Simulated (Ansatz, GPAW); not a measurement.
# Geometry or basis: what sets the conductance of hydroquinonedithiol between two Pt chains, part 5 of 5

Wanted: T(E) of hydroquinonedithiol between two Pt chains at a relaxed geometry in two programs, beside the unrelaxed structure.

GPAW 26.7.0 and Ansatz 0.2.0; Ansatz plane waves; relaxation of the junction with the lead ends held; PAW set soft_1 (the session's first sound run).

So far, transmission at the Fermi level (one spin): step 3 (plane-wave reference (PBE)) 0.336; step 5 (GPAW, szp: basis = "szp(dzp)", PBE, GPAW) 0.255; step 6 (GPAW, sz: basis = "sz(dzp)", PBE, GPAW) 0.277; step 7 (revPBE in the dzp basis: xc = "revPBE") 0.305; step 8 (the structure as built: geometry = "as built", PBE, GPAW) 0.964.

**11. Broadening 1e-06: eta = 1e-06**

The broadening keeps the Green's functions finite; too large a value absorbs electrons where channels are open and leaks them where none are.

This step: GPAW LCAO, PAW setups; Landauer transmission from Green's functions with principal layers (ASE), zero bias (GPAW 26.7.0).

Contents of run.py:

```python
import json
import numpy as np
from ase import Atoms
from ase.transport.calculators import TransportCalculator
from gpaw import GPAW, FermiDirac
from gpaw.lcao.tools import get_lcao_hamiltonian
from scipy.linalg import eigh

# The junction with lead layers at both ends, along the third cell vector
device = Atoms(
    ['Pt', 'Pt', 'Pt', 'Pt', 'Pt', 'Pt', 'Pt', 'Pt', 'S', 'H', 'C', 'C', 'H', 'O', 'C', 'C', 'O', 'H', 'C', 'C', 'H', 'S', 'Pt', 'Pt', 'Pt', 'Pt', 'Pt', 'Pt', 'Pt', 'Pt'],
    positions=[
        [6.26870, 4.50000, 1.20000],
        [6.26870, 4.50000, 3.60000],
        [6.26870, 4.50000, 6.00000],
        [6.26870, 4.50000, 8.40000],
        [6.26870, 4.50000, 10.80000],
        [6.26870, 4.50000, 13.20000],
        [5.20733, 4.64564, 15.34482],
        [5.99900, 4.54852, 17.64355],
        [5.03084, 4.58103, 19.61277],
        [7.90616, 4.56008, 20.63917],
        [5.80247, 4.57840, 21.16945],
        [7.18128, 4.56741, 21.45248],
        [3.37261, 4.60429, 21.15443],
        [3.54785, 4.60092, 22.12301],
        [4.88285, 4.58799, 22.30421],
        [7.65281, 4.56673, 22.75849],
        [8.98791, 4.55875, 22.93980],
        [9.16315, 4.55999, 23.90839],
        [5.35442, 4.58248, 23.61022],
        [6.73325, 4.57217, 23.89312],
        [4.62937, 4.58737, 24.42346],
        [7.50508, 4.56230, 25.44971],
        [6.53913, 4.54430, 27.41993],
        [7.32457, 4.66343, 29.71990],
        [6.26870, 4.50000, 31.86692],
        [6.26870, 4.50000, 34.26692],
        [6.26870, 4.50000, 36.66692],
        [6.26870, 4.50000, 39.06692],
        [6.26870, 4.50000, 41.46692],
        [6.26870, 4.50000, 43.86692]],
    cell=[[12.53741, 0.0, 0.0], [0.0, 9.0, 0.0], [0.0, 0.0, 45.06692]],
    pbc=True)

# One principal layer of the lead: the first 5 atoms of the device
lead = Atoms(
    ['Pt', 'Pt', 'Pt', 'Pt', 'Pt'],
    positions=[
        [6.26870, 4.50000, 1.20000],
        [6.26870, 4.50000, 3.60000],
        [6.26870, 4.50000, 6.00000],
        [6.26870, 4.50000, 8.40000],
        [6.26870, 4.50000, 10.80000]],
    cell=[[12.53741, 0.0, 0.0], [0.0, 9.0, 0.0], [0.0, 0.0, 12.0]],
    pbc=True)

settings = dict(mode='lcao', basis='dzp', xc='PBE', h=0.18,
                occupations=FermiDirac(0.1), maxiter=250,
                mixer=dict(beta=0.1, nmaxold=8, weight=100.0),
                convergence=dict(density=0.0001))
energies = np.arange(-2, 2 + 1e-9, 0.025)
eta = 1e-06
n1, n2 = 1, 1
# k and -k transmit alike, so half of the mesh across the current serves
mesh = [(i, j) for i in range(n1) for j in range(n2) if (i, j) <= (-i % n1, -j % n2)]
weights = np.array([1 if (i, j) == (-i % n1, -j % n2) else 2 for i, j in mesh]) / (n1 * n2)


def ground_state(atoms, size, txt):
    atoms.calc = GPAW(kpts={'size': size, 'gamma': True}, symmetry={'tolerance': 1e-3}, txt=txt, **settings)
    atoms.get_potential_energy()
    return atoms.calc.get_fermi_level()


def blocks(atoms, fermi, points, nz, cells):
    """H - E_F S and S between cell 0 and the cells above it, at each point across the current."""
    kz = np.arange(nz) / nz
    calc = atoms.calc.fixed_density(kpts=[(*k, z) for k in points for z in kz], symmetry='off', txt=None)
    H, S = get_lcao_hamiltonian(calc)
    H = (H - fermi * S).reshape(len(H), len(points), nz, *S.shape[1:])
    S = S.reshape(H.shape[1:])
    phases = [np.exp(-2j * np.pi * kz * R) / nz for R in cells]
    return [(np.einsum('skzij,z->ksij', H, p), np.einsum('kzij,z->kij', S, p)) for p in phases]


def pair(a, b):
    return np.block([[a, b], [b.T.conj(), a]])


def count_channels(h, s, cells, nk=240):
    """Half the number of times that the lead's bands cross each energy, unfolded to its shortest repeat."""
    b = len(h) // cells
    bands = []
    for k in (np.arange(nk + 1) + 0.5) / nk:
        hk, sk = h[:b, :b].copy(), s[:b, :b].copy()
        for R in range(1, cells):
            phase, block = np.exp(2j * np.pi * k * R), slice(R * b, (R + 1) * b)
            hk += h[:b, block] * phase + (h[:b, block] * phase).T.conj()
            sk += s[:b, block] * phase + (s[:b, block] * phase).T.conj()
        w, u = eigh(sk)
        x = u[:, w > 1e-5] / w[w > 1e-5]**0.5  # drop near-dependent combinations
        bands.append(np.r_[eigh(x.T.conj() @ hk @ x, eigvals_only=True), [1e9] * (w <= 1e-5).sum()])
    below = np.array(bands)[:, :, None] < energies
    return (below[1:] != below[:-1]).sum((0, 1)) / 2


fermi_lead = ground_state(lead, (1, 1, 10), 'lead.txt')
fermi_device = ground_state(device, (1, 1, 2), 'device.txt')
T, channels, eigen, tail, misfit, shifts = [], [], [], 0.0, 0.0, []
for first in range(0, len(mesh), 123):
    points = [(i / n1, j / n2) for i, j in mesh[first:first + 123]]
    (H0k, S0k), (H1k, S1k), (H2k, _) = blocks(lead, fermi_lead, points, 5, range(3))
    [(Hk, Sk)] = blocks(device, fermi_device, points, 2, [0])
    tail = max(tail, abs(H2k).max())
    for H0, S0, H1, S1, H, S in zip(H0k, S0k, H1k, S1k, Hk, Sk):
        n = len(S0)
        # Shift the lead onto the potential of the device's first layer
        shift = ((H[:, 0, 0] - H0[:, 0, 0]) / S0[0, 0]).real.mean()
        shifts.append(shift)
        misfit = max(misfit, abs(H[:, :n, :n] - H0 - shift * S0).max())
        Tk, Ck, Ek = [], [], []
        for s in range(len(H)):
            t = s % len(H0)  # a lead without moments serves both spins
            h1, s1 = pair(H0[t] + shift * S0, H1[t] + shift * S1), pair(S0, S1)
            leads = dict(h1=h1, s1=s1, energies=energies, eta=eta, eta1=eta, eta2=eta)
            calc = TransportCalculator(h=H[s], s=S, eigenchannels=3, **leads)
            Tk.append(calc.get_transmission())
            Ek.append(np.sort(calc.eigenchannels_ne, axis=0)[::-1])
            Ck.append(count_channels(h1, s1, 10))
        T.append(Tk)
        channels.append(Ck)
        eigen.append(Ek)
T, channels = np.array(T), np.array(channels)
mean, open_channels = np.einsum('kse,k->se', T, weights), np.einsum('kse,k->se', channels, weights)

print(f'basis functions: device {len(S)}, principal layer {n}')
print(f'Fermi level: lead {fermi_lead:.4f} eV, device {fermi_device:.4f} eV; lead shifted by {np.mean(shifts):.4f} eV')
print(f'largest coupling past the next layer {tail:.2e} eV, largest misfit of the first layer {misfit:.3f} eV')
print('  E-E_F (eV)   ' + 'T (one spin)  channels')
for e, t, c in zip(energies, mean.T, open_channels.T):
    print(f'{e:10.3f}  ', *[f'{x:11.4e}' for x in t], *[f'{x:9.4f}' for x in c])

kT = 8.617333e-5 * 300
fine = np.linspace(energies[0], energies[-1], 4001)
both = np.exp(np.interp(fine, energies, np.log(np.maximum(mean.sum(0) * 2 / len(mean), 1e-30))))
fermi = lambda mu: 1 / (1 + np.exp(np.clip((fine - mu) / kT, -200, 200)))
slope = fermi(0) * (1 - fermi(0)) / kT
G = np.trapezoid(both * slope, fine) / 2
seebeck = -np.trapezoid(both * slope * fine, fine) / (2 * G * 300) * 1e6
print(f'conductance at 300 K: {G:.5g} G0 a cell; thermopower {seebeck:.4g} uV/K')
bias = [0.1, 0.2, 0.5, 1.0, 1.5, 2.0]
current = [38.74 * np.trapezoid(both * (fermi(V / 2) - fermi(-V / 2)), fine) for V in bias]
for V, I in zip(bias, current):
    print(f'current from the zero-bias T(E) at {V} V: {I:.5g} uA')
zero = abs(energies).argmin()
json.dump(dict(energies=energies.tolist(), T=mean.tolist(), channels=open_channels.tolist(), G=G, seebeck=seebeck,
               bias=bias, current=current, tail=tail, misfit=misfit, shift=np.mean(shifts), n_device=len(S), n_lead=n,
               fermi=[fermi_lead, fermi_device], energy=device.get_potential_energy(),
               moments=device.get_magnetic_moments().tolist(), mesh=mesh, weights=weights.tolist(),
               T_k=T[:, :, zero].tolist(), eigen=np.array(eigen[0]).tolist()), open('result.json', 'w'))
```

Run with:

```
$ OMP_NUM_THREADS=1 OPENBLAS_NUM_THREADS=1 python run.py
```

Log:

```text
basis functions: device 582, principal layer 135
Fermi level: lead -4.9170 eV, device -4.5852 eV; lead shifted by 0.0027 eV
largest coupling past the next layer 8.09e-06 eV, largest misfit of the first layer 0.142 eV
  E-E_F (eV)   T (one spin)  [channel counts left out]
    -2.000    8.6576e-01
    -1.975    8.6244e-01
    -1.950    8.5992e-01
    -1.925    8.5801e-01
    -1.900    8.5649e-01
    -1.875    8.5515e-01
    -1.850    8.5375e-01
    -1.825    8.5207e-01
    -1.800    8.4990e-01
    -1.775    8.4702e-01
    -1.750    8.4320e-01
    -1.725    8.3821e-01
    -1.700    8.3171e-01
    -1.675    8.2316e-01
    -1.650    8.1159e-01
    -1.625    7.9546e-01
[...]
1.825    2.2103e-04
     1.850    2.1367e-04
     1.875    2.0613e-04
     1.900    1.9834e-04
     1.925    1.9025e-04
     1.950    1.8180e-04
     1.975    1.7293e-04
     2.000    1.6359e-04
conductance at 300 K: 0.34323 G0 a cell; thermopower 63.42 uV/K
current from the zero-bias T(E) at 0.1 V: 2.7573 uA
current from the zero-bias T(E) at 0.2 V: 6.0211 uA
current from the zero-bias T(E) at 0.5 V: 18.387 uA
current from the zero-bias T(E) at 1.0 V: 42.381 uA
current from the zero-bias T(E) at 1.5 V: 61.122 uA
current from the zero-bias T(E) at 2.0 V: 64.476 uA
```

Elapsed: 13 min, on 1 thread of Arm Neoverse V1, shared host; peak memory 2.9 GiB.

This step gave:

```
conductance                                 : 0.3432 G₀
thermopower                                 : 63.42 μV/K
largest misfit of the first principal layer : 0.1425 eV
shift that aligns the lead                  : 0.002744 eV
transmission at the Fermi level (one spin)  : 0.3055
```

One spin. Transmission, zone mean against energy, zero at the Fermi level:

energy (eV), transmission, zone mean and a bar:
```
   -2.000       0.87 ##########################
   -1.800       0.85 #########################
   -1.600       0.77 #######################
   -1.400       0.46 ##############
   -1.200       0.09 ###
   -1.000       0.11 ###
   -0.800       0.07 ##
   -0.725       1.01 ##############################
   -0.600       0.86 ##########################
   -0.500       1.00 ##############################
   -0.400       0.75 ######################
   -0.250       1.00 ##############################
   -0.200       0.98 #############################
    0.000       0.31 #########
    0.200       0.13 ####
    0.400       0.46 ##############
    0.450       1.00 ##############################
    0.600       0.03 #
    0.800       0.00 
    1.000       0.00 
    1.200       0.00 
    1.400       0.00 
    1.600       0.00 
    1.800       0.00 
    2.000       0.00
```

Not self-consistent under bias; the bias window is split evenly. Table of current through one cell, from the zero-bias transmission by bias:

| bias (V) | current through one cell, from the zero-bias transmission (μA) |
| --- | --- |
| 0.100 | 2.76 |
| 0.200 | 6.02 |
| 0.500 | 18.4 |
| 1.000 | 42.4 |
| 1.500 | 61.1 |
| 2.000 | 64.5 |

Transmission of the three most open eigenchannels against energy, zero at the Fermi level:

| energy (eV) | channel 1 | channel 2 | channel 3 |
| --- | --- | --- | --- |
| -2.000 | 0.860 | 0.00600 | 2.5e-4 |
| -1.900 | 0.851 | 0.00510 | 6.8e-4 |
| -1.800 | 0.843 | 0.00436 | 0.00221 |
| -1.700 | 0.820 | 0.00811 | 0.00355 |
| -1.600 | 0.758 | 0.0121 | 0.00311 |
| -1.500 | 0.641 | 0.00786 | 0.00389 |
| -1.400 | 0.450 | 0.00641 | 0.00285 |
| -1.300 | 0.258 | 0.00705 | 5.9e-4 |
| -1.200 | 0.0806 | 0.00846 | 3.9e-4 |
| -1.100 | 0.0322 | 0.0215 | 4.0e-4 |
| -1.000 | 0.0908 | 0.0224 | 4.2e-4 |
| -0.900 | 0.0581 | 0.0231 | 8.4e-4 |
| -0.800 | 0.0482 | 0.0159 | 0.00133 |
| -0.700 | 0.961 | 0.00648 | 0.00162 |
| -0.600 | 0.854 | 0.00344 | 0.00190 |
| -0.500 | 1.000 | 0.00202 | 0.00188 |
| -0.400 | 0.748 | 0.00160 | 0.00151 |
| -0.300 | 0.832 | 0.00244 | 0.00134 |
| -0.200 | 0.979 | 0.00128 | 0.00117 |
| -0.100 | 0.800 | 0.00146 | 9.5e-5 |
| 0.000 | 0.304 | 0.00171 | 2.5e-5 |
| 0.100 | 0.156 | 0.00192 | 9.9e-6 |
| 0.200 | 0.125 | 0.00205 | 3.4e-6 |
| 0.300 | 0.160 | 0.00195 | 7.7e-7 |
| 0.400 | 0.462 | 0.00226 | 3.4e-7 |
| 0.500 | 0.385 | 0.00270 | 1.4e-7 |
| 0.600 | 0.0315 | 0.00310 | 5.4e-8 |
| 0.700 | 0.00503 | 0.00179 | 1.0e-8 |
| 0.800 | 0.00172 | 0 | 0 |
| 0.900 | 0.00107 | 0 | 0 |
| 1.000 | 7.8e-4 | 0 | 0 |
| 1.100 | 6.1e-4 | 0 | 0 |
| 1.200 | 5.0e-4 | 0 | 0 |
| 1.300 | 4.2e-4 | 0 | 0 |
| 1.400 | 3.6e-4 | 0 | 0 |
| 1.500 | 3.2e-4 | 0 | 0 |
| 1.600 | 2.9e-4 | 0 | 0 |
| 1.700 | 2.6e-4 | 0 | 0 |
| 1.800 | 2.3e-4 | 0 | 0 |
| 1.900 | 2.0e-4 | 0 | 0 |
| 2.000 | 1.6e-4 | 0 | 0 |

The conductance, 0.343 G₀, lies 0.3 % above that of the dzp run.

**12. Results**

```json
{
  "conductance": "0.342 G₀",
  "transmission at the Fermi level, mean of the spins": "0.305",
  "thermopower": "63.3 μV/K"
}
```

What this shows: In the dzp basis the junction conducts 0.342 G₀ at 300 K, with T = 0.305 a spin at the Fermi level; the sz basis reaches that conductance within 10 %. Relaxation moved atoms by up to 1.1 Å and took the conductance from 0.928 to 0.342 G₀, as a ratio a larger change than the step from dzp to the minimal basis. The conductance differs from T at the Fermi level because it averages T(E) over the thermal window, about 0.09 eV wide, in which T changes. Plane waves (PBE) give T = 0.336 there. At the Fermi level one eigenchannel carries the current (0.30). The positive thermopower says that the thermally weighted transmission is larger below the Fermi level, as for hole-like transport. Measured against the first run (pw-pbe), the nearest curve is that of dzp (r.m.s. 0.082) and the farthest that of sz (0.29). Over the compared runs wall time goes from 440 s (sz) to 8304 s (pw-pbe), on a shared host; the plane-wave run used 4 threads and the orbital runs 1. The leads kept an estimated spacing and the cell its length, so the junction may be under some tension or compression. The run had no spin polarisation, so a magnetic state, which chains and small molecules with open shells often have, wasn't tested. Spin-orbit coupling is left out, which matters for the heavy atoms here. Semilocal functionals put molecular levels too near the Fermi level, so such conductances usually come out too high, and chain electrodes have a sharper density of states than real ones. An evenly spaced straight chain is an idealisation: free chains tend to dimerise, zigzag or, where a band edge lies near the Fermi level, turn magnetic. The currents use the zero-bias T(E) throughout, which holds only while the bias is small against the distance to the nearest feature.

[Logs are printed without paths, hosts, clocks, repeated set-up lines and the standing remarks that a program may print on its own settings, such as how far it seeks lower states.]

[Hosts, paths, dates, database ids (printed as entryN), source tags and the programs' standing remarks are cut or masked in the printed files.]
